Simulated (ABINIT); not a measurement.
The system is FeO (Wuestite).

```
CELL_PARAMETERS angstrom
0.00000 2.15540 2.15540
2.15540 0.00000 2.15540
2.15540 2.15540 0.00000
ATOMIC_POSITIONS crystal
Fe 0.00000 0.00000 0.00000
O 0.50000 0.50000 0.50000
```

Base run:

```yaml
Program: ABINIT 10.8.3 (patched build)
Functional: PBE
Potentials_or_basis: JTH PAW PBE v2.0
Cutoff: 844 eV
k_mesh: 11 × 11 × 11
Occupations: fermi-dirac, width 0.05 eV
Spin: collinear spin, ferromagnetic start
Starting_moments: "[3.0, 0.0] μB"
```

Its results: band gap on the k mesh none (metal or under the smearing width); pressure -1.1 GPa; net moment 4.00 μB per cell; site moments Fe +3.59; O +0.28 μB.

Task: After a change of settings the same cell gave: band gap on the k mesh none (metal or under the smearing width); pressure 4.2 GPa; net moment 4.00 μB per cell; site moments Fe +3.60; O +0.28 μB. Which change was it?
A. functional from PBE to LDA
B. functional from PBE to PBEsol
C. functional from PBE to RPBE

Result: C.

RPBE binds less tightly than PBE, so the same cell stands under more pressure.

Caveats: a cell with one magnetic atom can't hold antiferromagnetic order, which such compounds often take; semilocal functionals often make such compounds metallic where correlation or magnetic order opens a gap, which also shifts bond lengths; the PAW data sets were made with another functional, which shifts forces and pressure a little (some runs).
